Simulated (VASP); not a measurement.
**A VASP 6.6.1 single-point calculation on AlN**

INCAR

```
GGA = PE
NELM = 84
IBRION = -1
NELECT = 8.1
NSW = 0
NBANDS = 11
ENCUT = 520
LASPH = .TRUE.
SIGMA = 0.02
EDIFF = 1E-7
PREC = Accurate
LREAL = .FALSE.
ISPIN = 2
MAGMOM = 3 3
LCHARG = .FALSE.
ISIF = 2
ISMEAR = -1
LWAVE = .FALSE.
```

KPOINTS

```
KPOINTS created by Atomic Simulation Environment
0
Gamma
10 10 10
0 0 0
```

POSCAR

```
Al N
 1.0000000000000000
     0.0000000000000000    2.0188684536385382    2.0188684536385382
     2.0188684536385382    0.0000000000000000    2.0188684536385382
     2.0188684536385382    2.0188684536385382    0.0000000000000000
 Al  N
   1   1
Cartesian
 -0.0000000000000000 -0.0000000000000000  0.0000000000000000
  2.0188684536385382  2.0188684536385382  2.0188684536385382
```

The recommended PBE PAW datasets give the neutral cell 8 valence electrons.

Command

```
mpirun -np 1 vasp_std
```

Task: How does this run end, and what does it give?

Result: It converged. Results: pressure 25.7 GPa; magnetic moment of the cell 0.00 μB.

OSZICAR

```
N       E                     dE             d eps       ncg     rms          rms(c)
DAV:   1     0.206714104327E+02    0.20671E+02   -0.41766E+03  2092   0.659E+02
DAV:   2    -0.682150994072E+01   -0.27493E+02   -0.25774E+02  2517   0.143E+02
DAV:   3    -0.762656423895E+01   -0.80505E+00   -0.80360E+00  2510   0.228E+01
DAV:   4    -0.762988421028E+01   -0.33200E-02   -0.33197E-02  2349   0.158E+00
DAV:   5    -0.762991513170E+01   -0.30921E-04   -0.30921E-04  2419   0.145E-01    0.204E+01
DAV:   6    -0.120979275388E+02   -0.44680E+01   -0.87312E+00  2185   0.171E+01    0.757E+00
DAV:   7    -0.129791413579E+02   -0.88121E+00   -0.21947E-01  2221   0.417E+00    0.278E+00
DAV:   8    -0.130201249930E+02   -0.40984E-01   -0.13127E-02  2348   0.907E-01    0.128E+00
DAV:   9    -0.130168241123E+02    0.33009E-02   -0.60003E-03  2200   0.700E-01    0.855E-01
DAV:  10    -0.130164948058E+02    0.32931E-03   -0.43810E-04  2352   0.205E-01    0.160E-01
DAV:  11    -0.130165522944E+02   -0.57489E-04   -0.28578E-04  2266   0.111E-01    0.709E-02
DAV:  12    -0.130165734338E+02   -0.21139E-04   -0.31043E-05  2194   0.551E-02    0.199E-02
DAV:  13    -0.130165764979E+02   -0.30641E-05   -0.68858E-06  2275   0.242E-02    0.627E-03
DAV:  14    -0.130165763864E+02    0.11154E-06   -0.72374E-07  2377   0.566E-03    0.205E-03
DAV:  15    -0.130165763395E+02    0.46912E-07   -0.36113E-08  1196   0.204E-03
   1 F= -.13016576E+02 E0= -.13016417E+02  d E =-.317697E-03  mag=    -0.0000
```

The cell is charged and sits in a uniform background.

For comparison, a separate PBE run of the intended cell, on usual settings and not on those above, gives a gap of 4.65 eV on its mesh and a pressure of 6.1 GPa.
